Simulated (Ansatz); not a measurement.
HgSe: equation of state with LDA

**Experimental background.**

“The pseudo-binary mercury chalcogenide alloy HgSe0.7S0.3 at high pressure: a mechanism of the zinc blende/cinnabar reconstructive phase transition”, 2002, arxiv:cond-mat/0209548 quotes, for a bulk crystal of HgSe: bulk modulus 51.6 ± 0.2 GPa.

Crystal: HgSe.

```
CELL_PARAMETERS angstrom
0.00000 3.03900 3.03900
3.03900 0.00000 3.03900
3.03900 3.03900 0.00000
ATOMIC_POSITIONS crystal
Hg 0.00000 0.00000 0.00000
Se 0.75000 0.75000 0.75000
```

* Program: Ansatz 0.2.0
* Task: equation of state
* Functional: LDA
* Potentials or basis: Ansatz PAW
* Cutoff: 420 eV
* Density cutoff: 1680 eV
* k mesh: 8 × 8 × 8
* Occupations: fermi-dirac, width 0.05 eV
* Spin: no spin polarisation

```
Equilibrium volume                      : 27.87 Å³/atom
Bulk modulus                            : 58 GPa
Pressure derivative of the bulk modulus : 5.0
```

Energy against volume, from the lowest point:
```csv
volume (Å³/atom),energy (meV/atom)
26.383,15.66
26.944,5.64
27.505,0.62
28.067,0.00
28.628,3.31
29.189,10.09
29.751,19.94
```

All runs of the series together: 16 s on 2 threads of AMD EPYC 7R43 64-Core Processor (Zen 3), with other jobs on the host.

A measured bulk modulus of HgSe is 51.6 GPa (quoted in “The pseudo-binary mercury chalcogenide alloy HgSe0.7S0.3 at high pressure: a mechanism of the zinc blende/cinnabar reconstructive phase transition”, 2002, arxiv:cond-mat/0209548); the calculated 58 GPa misses it by +12.1 %. The fit is for a static lattice scaled at fixed shape and fixed fractional positions.

Spin-orbit coupling is left out, which matters for the levels of Hg. LDA usually gives volumes a few per cent too small.
